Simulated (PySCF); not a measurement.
# ZnSe (Stilleite) (F-43m) in PySCF: density of states with PBEsol

Aim: the density of states of ZnSe (Stilleite) with PBEsol.

Everything below comes from runs of PySCF 2.14.0. Logs are shortened: lines on timing, memory, paths and dates and some standing lists are left out, and cuts for length are marked.

**Measured values to compare with.**

“Alloy Disordering Effects on the Thermal Conductivity and Energy Gap Temperature Dependence of Cd1−xZnxSe Ternary Crystals Grown by the Bridgman Method”, 2023, pmc:10253836 reports, for a bulk crystal of ZnSe at 300 K: band gap 2.695 ± 0.003 eV (an exciton energy, a little under the gap).

The results are compared with them further down.

### Step 1. The crystal as given

It takes space group F-43m (No. 216, cubic). The conventional cell has a = 5.668 Å, b = 5.668 Å, c = 5.668 Å, α = 90.00°, β = 90.00°, γ = 90.00°. Se (site symmetry -43m) is surrounded by 4 Zn at 2.45 Å. Zn (site symmetry -43m) is surrounded by 4 Se at 2.45 Å.

### Step 2. Density of states, PBEsol

run.py

```python
import json
import numpy as np
from pyscf.pbc import gto, scf, dft, df

cell = gto.Cell()
cell.basis = {'Se': 'DZVP-MOLOPT-SR-GTH-q6', 'Zn': 'DZVP-MOLOPT-SR-GTH-q12'}
cell.pseudo = {'Se': 'GTH-PBE-q6', 'Zn': 'GTH-PBE-q12'}
cell.fromfile('ZnSe.cif')
cell.ke_cutoff = 192  # hartree
cell.exp_to_discard = 0.02
cell.precision = 1e-08
cell.space_group_symmetry = True
cell.symmorphic = False
cell.max_memory = 5880  # MB
cell.verbose = 4
cell.build()

res = {}
kpts = cell.make_kpts([8, 8, 8], space_group_symmetry=True, time_reversal_symmetry=True)
cell.space_group_symmetry = False  # the mesh holds the operations; no search on the supercells of the integral code
mf = dft.KRKS(cell, kpts, xc='pbesol')
mf = mf.multigrid_numint()
mf = mf.smearing(sigma=0.00183747, method='fermi')  # hartree
mf.conv_tol = 1e-07
mf.max_cycle = 60

mf.kernel()
res.update(converged=bool(mf.converged), e_tot=mf.e_tot, nelec=cell.nelectron, nao=cell.nao, mesh=list(map(int, cell.mesh)), a=cell.lattice_vectors().tolist(), coords=cell.atom_coords().tolist(),
           mo_energy=[np.real(x).tolist() for x in mf.mo_energy], mo_occ=[np.real(x).tolist() for x in mf.mo_occ])
res.update(e_free=mf.e_free, e_zero=mf.e_zero)
res.update(kpts=kpts.kpts_scaled_ibz.tolist(), weights=kpts.weights_ibz.tolist())
res['parts'] = {k: float(np.real(v)) for k, v in mf.scf_summary.items() if np.isscalar(v)}
json.dump(res, open('results.json', 'w'))
if not mf.converged:
    raise SystemExit('SCF not converged')

print('levels (eV)')
for i, kp in enumerate(res['kpts'][:40]):
    print('k %7.4f %7.4f %7.4f  ' % tuple(kp), ' '.join('%.3f' % (x * 27.211386) for x in res['mo_energy'][i][:14]))

mf = mf.to_khf()  # unfold to the whole mesh
kpts = mf.kpts
# Mulliken populations
dm, s = np.asarray(mf.make_rdm1()), np.asarray(mf.get_ovlp())
sites = cell.aoslice_by_atom()[:, 2:]
tot = np.einsum('kij,kji->i', dm, s).real / len(kpts)
res['mulliken'] = [cell.atom_charge(i) - tot[a0:a1].sum() for i, (a0, a1) in enumerate(sites)]
print('Mulliken charges', np.round(res['mulliken'], 5))

# density of states, Gaussians of 0.15 eV
e = np.asarray(mf.mo_energy).real.reshape(1, -1) * 27.211386
ef = mf.get_fermi()
ef = np.max(ef) * 27.211386
x = np.arange(-15, 10.01, 0.1) + round(ef, 1)
dos = np.exp(-((x[:, None, None] - e) / 0.15) ** 2 / 2).sum(-1).T / (0.15 * np.sqrt(2 * np.pi) * len(kpts)) * 2
res.update(dos_e=x.tolist(), dos=dos.tolist())
for a, b in zip(x[::5], dos.T[::5]):
    print('%8.2f' % a, ' '.join('%9.4f' % y for y in b))

# density on a uniform mesh
grids = dft.gen_grid.UniformGrids(cell)
grids.mesh = [23, 23, 23]
grids.build()
ni = dft.numint.KNumInt()
rho = [ni.get_rho(cell, x, grids, kpts) for x in [dm]]
np.save('rho.npy', np.reshape(rho, (-1, *grids.mesh)))
res['done'] = True
json.dump(res, open('results.json', 'w'))
```

ZnSe.cif

```cif
data_ZnSe
_cell_length_a 4.00759839
_cell_length_b 4.00759839
_cell_length_c 4.00759839
_cell_angle_alpha 60.00000000
_cell_angle_beta 60.00000000
_cell_angle_gamma 60.00000000
_space_group_name_H-M_alt 'P1'
_space_group_name_Hall 'P 1'
_space_group_IT_number 1
loop_
_space_group_symop_operation_xyz
'x,y,z'
loop_
_atom_site_label
_atom_site_type_symbol
_atom_site_symmetry_multiplicity
_atom_site_Wyckoff_symbol
_atom_site_fract_x
_atom_site_fract_y
_atom_site_fract_z
_atom_site_occupancy
Se1 Se 1 a 0.7500000000 0.7500000000 0.7500000000 1
Zn1 Zn 1 a 0.0000000000 0.0000000000 0.0000000000 1
```

Potentials or basis: DZVP-MOLOPT-SR/GTH-PBE (potentials made for PBE).

The run is started by

```sh
$ OMP_NUM_THREADS=4 python -u run.py > log
```

Output:

```text
Discarded 0 diffused primitive functions, 0 contracted functions
time reversal: True
k-points in IBZ                         weights
  0:  0.000000,  0.000000,  0.000000    1/512
  1:  0.500000,  0.500000, -0.000000    3/512
  2:  0.500000,  0.500000,  0.500000    4/512
  3:  0.625000,  0.625000, -0.000000    6/512
  4:  0.625000,  0.625000,  0.625000    8/512
  5:  0.750000,  0.375000,  0.375000    12/512
[... 21 lines left out ...]
 27:  0.875000,  0.875000,  0.750000    12/512
 28:  0.875000,  0.875000,  0.875000    8/512

******** <class 'pyscf.pbc.scf.smearing.SmearingKsymAdaptedKRKS'> ********
method = SmearingKsymAdaptedKRKS
initial guess = minao
damping factor = 0
level_shift factor = 0
DIIS = <class 'pyscf.scf.diis.CDIIS'>
diis_start_cycle = 1
diis_space = 8
diis_damp = 0
SCF conv_tol = 1e-07
SCF conv_tol_grad = None
SCF max_cycles = 60
direct_scf = True
direct_scf_tol = 1e-13

******** PBC SCF flags ********
N kpts (BZ) = 512
N kpts (IBZ) = 29
Exchange divergence treatment (exxdiv) = ewald
    madelung (= occupied orbital energy shift) = 0.05351040402200036
    Total energy shift due to Ewald probe charge = -1/2 * Nelec*madelung = -0.481593636198
DF object = <pyscf.pbc.df.fft.FFTDF object>
XC functionals = pbesol
small_rho_cutoff = 0
Uniform grid, mesh = [49 49 49]
Set gradient conv threshold to 0.000316228
nelec by numeric integration = 18.00000000000003
init E= -69.8560001325602
    sigma = 0.00183747  Optimized mu = 0.241348631553  entropy = 4.91509220801e-06
nelec by numeric integration = 18.00000000000003
    Total E(T) = -69.8015921059142  Free energy = -69.8015921149456  E0 = -69.8015921104299
cycle= 1 E= -69.8015921059142  delta_E= 0.0544  |g|=  1.8  |ddm|= 12.8
    sigma = 0.00183747  Optimized mu = 0.224852235277  entropy = 3.53875148745e-05
nelec by numeric integration = 18.000000000000803
    Total E(T) = -69.762287185587  Free energy = -69.7622872506105  E0 = -69.7622872180988
cycle= 2 E= -69.762287185587  delta_E= 0.0393  |g|= 2.22  |ddm|= 7.28
    sigma = 0.00183747  Optimized mu = 0.226275480139  entropy = 1.68908543606e-06
nelec by numeric integration = 18.00000000000029
    Total E(T) = -69.8422028747711  Free energy = -69.8422028778747  E0 = -69.8422028763229
cycle= 3 E= -69.8422028747711  delta_E= -0.0799  |g|= 0.0965  |ddm|= 4.89
    sigma = 0.00183747  Optimized mu = 0.229389662699  entropy = 3.22026280891e-06
nelec by numeric integration = 18.000000000000323
    Total E(T) = -69.8423411464233  Free energy = -69.8423411523404  E0 = -69.8423411493818
cycle= 4 E= -69.8423411464233  delta_E= -0.000138  |g|= 0.0352  |ddm|= 0.347
    sigma = 0.00183747  Optimized mu = 0.228524811106  entropy = 2.57648467781e-06
nelec by numeric integration = 18.000000000000316
    Total E(T) = -69.8423704224277  Free energy = -69.842370427162  E0 = -69.8423704247949
cycle= 5 E= -69.8423704224277  delta_E= -2.93e-05  |g|= 0.00153  |ddm|= 0.109
    sigma = 0.00183747  Optimized mu = 0.228496642137  entropy = 2.5872619125e-06
nelec by numeric integration = 18.000000000000316
    Total E(T) = -69.842370459207  Free energy = -69.8423704639611  E0 = -69.8423704615841
cycle= 6 E= -69.842370459207  delta_E= -3.68e-08  |g|= 1.97e-05  |ddm|= 0.00366
    sigma = 0.00183747  Optimized mu = 0.228497069112  entropy = 2.58763492493e-06
nelec by numeric integration = 18.000000000000316
    Total E(T) = -69.8423704592035  Free energy = -69.8423704639582  E0 = -69.8423704615808
Extra cycle  E= -69.8423704592035  delta_E= 3.58e-12  |g|= 2.87e-05  |ddm|= 0.000101
converged SCF energy = -69.8423704592035
levels (eV)
k  0.0000  0.0000  0.0000   -7.673 -0.940 -0.940 -0.940 -0.560 -0.560 5.623 5.623 5.623 6.745 11.343 11.343 11.346 17.972
k  0.5000  0.5000 -0.0000   -6.586 -0.923 -0.680 -0.680 -0.505 -0.384 0.777 3.374 3.374 8.449 9.130 16.951 17.071 17.073
k  0.5000  0.5000  0.5000   -6.863 -0.849 -0.849 -0.540 -0.540 -0.399 0.270 4.727 4.727 8.056 11.987 11.987 14.364 18.510
k  0.6250  0.6250 -0.0000   -6.772 -0.938 -0.728 -0.728 -0.524 -0.513 1.393 3.637 3.637 8.704 9.416 15.660 15.662 15.721
k  0.6250  0.6250  0.6250   -7.001 -0.858 -0.858 -0.693 -0.548 -0.548 1.038 4.838 4.838 8.137 12.056 12.056 13.665 18.192
k  0.7500  0.3750  0.3750   -6.607 -0.855 -0.725 -0.639 -0.534 -0.293 0.798 2.443 3.776 9.128 11.297 15.005 15.121 15.377
[... 21 lines left out ...]
k  0.8750  0.8750  0.7500   -7.413 -0.923 -0.904 -0.889 -0.571 -0.552 3.316 4.699 5.412 8.611 11.148 11.782 12.328 16.274
k  0.8750  0.8750  0.8750   -7.571 -0.935 -0.923 -0.923 -0.561 -0.561 4.246 5.465 5.465 7.782 11.334 11.611 11.611 17.319
Mulliken charges [ 0.00488 -0.00488]
   -9.40    0.0000
   -8.90    0.0000
   -8.40    0.0000
   -7.90    0.0149
   -7.40    0.6146
   -6.90    2.6015
[... 43 lines left out ...]
   15.10    1.1275
   15.60    1.1374
```

Run time: 12 min. Hardware: 4 threads of Intel Xeon at 2.50GHz (Skylake/Cascade Lake), shared host; peak memory 5.5 GiB.

Results:

```
Free energy            : -1900.5077 eV
Band gap on the k mesh : 1.12 eV, direct
```

Levels at points of the mesh, in eV from the valence-band top:
```tsv
k point	band 5	band 6	band 7	band 8	band 9	band 10	band 11	band 12	band 13	band 14
(0.00, 0.00, 0.00)	-6.18	-6.18	0.00	0.00	0.00	1.12	5.72	5.72	5.72	12.35
(0.50, 0.50, 0.00)	-6.13	-6.01	-4.85	-2.25	-2.25	2.83	3.51	11.33	11.45	11.45
(0.50, 0.50, 0.50)	-6.16	-6.02	-5.35	-0.90	-0.90	2.43	6.36	6.36	8.74	12.89
```

States per cell in windows of 0.5 eV (zero at the valence-band top; states under -8 eV left out):
| from (eV) | total |
| --- | --- |
| -8.0 | 0.00 |
| -7.5 | 0.00 |
| -7.0 | 2.31 |
| -6.5 | 6.90 |
| -6.0 | 0.79 |
| -5.5 | 0.23 |
| -5.0 | 0.86 |
| -4.5 | 0.37 |
| -4.0 | 0.23 |
| -3.5 | 0.33 |
| -3.0 | 0.69 |
| -2.5 | 0.78 |
| -2.0 | 0.91 |
| -1.5 | 0.82 |
| -1.0 | 0.56 |
| -0.5 | 0.19 |
| 0.0 | 0.01 |
| 0.5 | 0.00 |
| 1.0 | 0.00 |
| 1.5 | 0.01 |
| 2.0 | 0.07 |
| 2.5 | 0.13 |
| 3.0 | 0.59 |
| 3.5 | 0.54 |
| 4.0 | 0.85 |
| 4.5 | 0.35 |
| 5.0 | 0.33 |
| 5.5 | 0.80 |
| 6.0 | 0.59 |
| 6.5 | 0.94 |
| 7.0 | 0.63 |
| 7.5 | 0.51 |

Caveat: Mulliken charges move with the basis; the basis of atomic orbitals isn't converged, which shifts pressures, moduli and gaps.

### Step 3. How close it comes

Step 2. A measured gap of ZnSe is 2.695 eV (an exciton energy, a little under the gap; 300 K; “Alloy Disordering Effects on the Thermal Conductivity and Energy Gap Temperature Dependence of Cd1−xZnxSe Ternary Crystals Grown by the Bridgman Method”, 2023, pmc:10253836); the calculated 1.12 eV misses it by -1.57 eV. So large a miss can be the level of theory's own, or it may mean another phase, state or a wrong row. Spin-orbit coupling on Se is left out. The value is that of PBEsol in an atomic basis (DZVP-MOLOPT-SR/GTH-PBE (potentials made for PBE)), whose error adds to the functional's,, without temperature or zero-point motion. Semilocal functionals fall short of measured gaps as a rule.
